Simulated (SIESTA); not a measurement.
**CuAu in SIESTA: convergence with basis size**

Input of the first run (basis size SZ); the others differ in this setting and in those tied to it:

Contents of CuAu.fdf:

```
SystemName                      CuAu
SystemLabel                     CuAu
NumberOfSpecies                 2
NumberOfAtoms                   2
%block ChemicalSpeciesLabel
  1  79 Au
  2  29 Cu
%endblock ChemicalSpeciesLabel

LatticeConstant                 1.0 Ang
%block LatticeVectors
     2.8107494552     0.0000000000     0.0000000000
     0.0000000000     2.8107494552     0.0000000000
     0.0000000000     0.0000000000     3.6850000000
%endblock LatticeVectors
AtomicCoordinatesFormat         Fractional
%block AtomicCoordinatesAndAtomicSpecies
    -0.0070600000     0.0031540000    -0.0155730000  1  Au
     0.4965640000     0.4897100000     0.4947630000  2  Cu
%endblock AtomicCoordinatesAndAtomicSpecies

%block kgrid.MonkhorstPack
    7   0   0  0.0
    0   7   0  0.0
    0   0   5  0.0
%endblock kgrid.MonkhorstPack
XC.Functional                   GGA
XC.Authors                      PBEsol
PAO.BasisSize                   SZ
PAO.EnergyShift                 0.002 Ry
Mesh.Cutoff                     800 Ry
OccupationFunction              FD
ElectronicTemperature           0.05 eV
MaxSCFIterations                120
SCF.MustConverge                false
SCF.Mixer.Method                Pulay
SCF.Mixer.Weight                0.25
SCF.Mixer.History               8
SCF.DM.Tolerance                5.0e-05
SCF.H.Tolerance                 1.0e-03 eV
WriteForces                     true
Charge.Mulliken                 end
```

Potentials or basis: PseudoDojo 0.4 standard (PBEsol files), SZ (energy shift 0.002 Ry).

Run with:

```sh
$ siesta < CuAu.fdf > CuAu.out 2>&1
```

The cell isn't the ideal one: atoms moved at random, drawn with an rms of 0.05 Å.

Hardware: 1 thread of Arm Neoverse V1 (shared host).

| basis size | energy less the tightest run, at zero smearing (meV/atom) | pressure (GPa) | largest force (eV/Å) | SCF cycles | CPU time (s) | peak memory (GiB) |
| --- | --- | --- | --- | --- | --- | --- |
| SZ | 3844.74 | 31.25 | 0.355 | 7 | 10 | 0.2 |
| SZP | 216.43 | -4.61 | 0.340 | 12 | 31 | 0.24 |
| DZ | 578.26 | -4.43 | 0.386 | 12 | 19 | 0.21 |
| DZP | 123.80 | -3.16 | 0.318 | 12 | 40 | 0.26 |
| DZDP | 69.70 | -2.73 | 0.323 | 12 | 56 | 0.28 |
| TZP | 66.69 | -3.81 | 0.301 | 12 | 56 | 0.28 |
| TZDP | 23.58 | -3.32 | 0.311 | 12 | 75 | 0.31 |
| TZTP | 0.00 | -3.31 | 0.309 | 12 | 100 | 0.34 |

Against the tightest run, the pressure stays within 0.1 GPa from TZDP on; the largest force stays within 0.005 eV/Å from TZDP on. Not settled before the last step: the energy (to 1 meV/atom). The tightest run that finished is the yardstick and may itself not be fully converged.

Caveat, for the tightest run too: semicore shells carry a single zeta, which can move pressures by several GPa and volumes by a few percent; the basis of atomic orbitals isn't converged, which shifts pressures, moduli and gaps. Spin-orbit coupling is left out, which matters for the levels of Au.
